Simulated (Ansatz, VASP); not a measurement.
**AlN in VASP and in Ansatz**

```
CELL_PARAMETERS angstrom
3.35570 0.00000 0.00000
-1.67785 2.90612 0.00000
0.00000 0.00000 4.24267
ATOMIC_POSITIONS crystal
Al 0.33333 0.66667 0.75000
Al 0.66667 0.33333 0.25000
N 0.33333 0.66667 0.25000
N 0.66667 0.33333 0.75000
```

Measurements of this composition are mostly on another form, of space group No. 186.

Alike in both runs: task single point; functional LDA; k mesh 12 × 12 × 6; occupations methfessel-paxton of order 1, width 0.05 eV; no spin polarisation.

|  | VASP | Ansatz |
| --- | --- | --- |
| version | VASP 6.6.1 | Ansatz 0.2.0 |
| potentials or method | VASP PAW LDA potentials, release 64 (Al, N) | plane waves, PAW |
| plane-wave cutoff (eV) | 520 | 500 |
| valence electrons in the cell | 16 | 16 |

Ansatz gave:

```
pressure (GPa)                                  : -15.6
largest component of the traceless stress (GPa) : 0.91
```

Which values does VASP return?

Pressure (GPa): -15.3; largest component of the traceless stress (GPa): 0.73.

Caveats: so large a pressure means that the cell lies far from this level's equilibrium, or that cutoff or potentials fall short (VASP). LDA gaps usually lie below the measured ones, often by a third to a half. A k mesh can miss the band edges.
